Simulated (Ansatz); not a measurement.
Clean, relaxed (110) surface of WC, space group P-6m2 (No. 187) (top face towards +c; atoms held fixed, by place in the list: 1, 2, 3, 4, 5, 6, 7, 8):

```
CELL_PARAMETERS angstrom
5.66533 0.00000 0.00000
0.00000 5.02625 0.00000
0.00000 0.00000 22.80381
ATOMIC_POSITIONS crystal
W 0.00000 0.50000 0.37274
W 0.50000 0.50000 0.37274
C 0.25000 0.83333 0.37274
C 0.75000 0.83333 0.37274
W 0.00000 0.00000 0.43637
W 0.50000 0.00000 0.43637
C 0.25000 0.33333 0.43637
C 0.75000 0.33333 0.43637
W 0.00000 0.50066 0.49918
W 0.50000 0.50066 0.49918
C 0.25000 0.83448 0.49944
C 0.75000 0.83448 0.49944
W 0.00000 0.00013 0.56360
W 0.50000 0.00013 0.56360
C 0.25000 0.33075 0.56356
C 0.75000 0.33075 0.56356
W 0.00000 0.51720 0.62262
W 0.50000 0.51720 0.62262
C 0.25000 0.80874 0.62060
C 0.75000 0.80874 0.62060
```

Method: Ansatz, DFT PBE+D3(BJ), scalar-relativistic, plane waves, PAW. Cutoff 420 eV; k points 5×6×1 on the computed 20-atom cell (Γ-centred); Gaussian smearing, width 0.10 eV; no spin polarisation. A dipole correction removes the field between periodic images along c.

SH is adsorbed on the top face, one adsorbate per 28.5 Å², and relaxed from 2 starting sites (fractions of a and b). E_ads counts from the clean slab and the free adsorbate (spin-polarised where it has unpaired electrons); negative means bound. Heights count from the highest slab atom after relaxation. Δφ is the top face's. Δp counts per cell along +c. Bonded neighbours lie within 1.25 times the sum of covalent radii (1.35 for H) and, on that scale, within 12 % of the closest. With the adsorbate the cell is lengthened along c to keep the vacuum.

```tsv
start	ends at	E_ads (eV)	height (Å)	shortest contact	Δφ (eV)	Δp (e·Å)	whole?
top (W) at (0.50, 0.52)	(0.25, 0.30), 2 bonded neighbours (W)	-4.37	1.77	S–W 2.53 Å	-0.44	+0.068	yes
hollow (W-W-C) at (0.75, 0.28)	(0.75, 0.33), 2 bonded neighbours (W)	-4.46	1.84	H–C 2.00 Å	+0.32	-0.052	yes
```

Among the sites tried, the lowest end comes from the hollow (W-W-C) at (0.75, 0.28) start; other sites may lie lower.

Each end is the local minimum or symmetric point that its start leads to. The slab is only 5.8 Å thick, so the energies aren't converged with thickness.

Spin polarisation was left out, and a magnetic state may lie lower.